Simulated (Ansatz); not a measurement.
Starting cell, AlSb (zinc blende):

```yaml
crystal:
  lattice:
    - [0.00000, 6.22551, 6.22551]
    - [3.11275, 0.00000, 3.11275]
    - [3.11275, 3.11275, 0.00000]
  atoms:
    - { symbol: Sb, position: [0.37500, 0.75000, 0.75000] }
    - { symbol: Sb, position: [0.87500, 0.75000, 0.75000] }
    - { symbol: Al, position: [0.00000, 0.00000, 0.00000] }
    - { symbol: Al, position: [0.50000, 0.00000, 0.00000] }
```

In this cell atom 1 (Sb, nearest neighbour Al at 2.696 Å; its periodic images, 4.4 Å or more away, move with it) is moved by s towards the nearest neighbour, unit vector (-0.577, -0.577, 0.577); all other atoms and the cell stay fixed.

All values below come from PBE (plane waves to 420 eV, PAW, scalar-relativistic; Ansatz, a first-principles code). k mesh 5×10×10 (Γ-centred), Fermi-Dirac smearing 0.05 eV. Energies are smeared free energies. Compression counts positive. F∥ is the force on the atom along that direction. F⊥ is the part of the force across the line. AlSb was relaxed with its symmetry unable to fall. Spin-orbit coupling is left out, though Sb is heavy. The zero of ΔE is the undisplaced structure.

```tsv
s (Å)	ΔE (meV/cell)	F∥ (eV/Å)	|F⊥| (eV/Å)	P (GPa)
-0.540	636	1.583	0.210	1.17
-0.432	462	1.615	0.159	0.87
-0.324	292	1.496	0.114	0.56
-0.216	145	1.200	0.073	0.28
-0.108	40	0.708	0.036	0.07
0.000	0	0.000	0.000	-0.01
0.108	49	-0.953	0.037	0.10
0.216	216	-2.197	0.077	0.48
0.324	537	-3.807	0.124	1.25
0.432	1056	-5.903	0.181	2.51
0.540	1836	-8.666	0.251	4.42
```

Key numbers:

Energy at s = 0.540 Å: 1836 meV/cell
Force along the line at s = -0.540 Å: 1.58 eV/Å
Symmetry of the curve: not even: the positive side lies higher at ±0.540 Å
Shape of the curve: a single well with its minimum at or next to zero displacement
Force constant k = d²E/ds² at s = 0 (finite differences): 7.63 eV/Å²
Harmonic estimate at the end of the scan: ½ks² = 1113 meV/cell against the computed 1836 meV/cell, so the well is stiffer than harmonic there

The 11 points together took roughly 7 core-minutes.

(For displaced atoms, the force is minus the slope of the energy, and its curvature is a force constant, which sets phonon frequencies.)
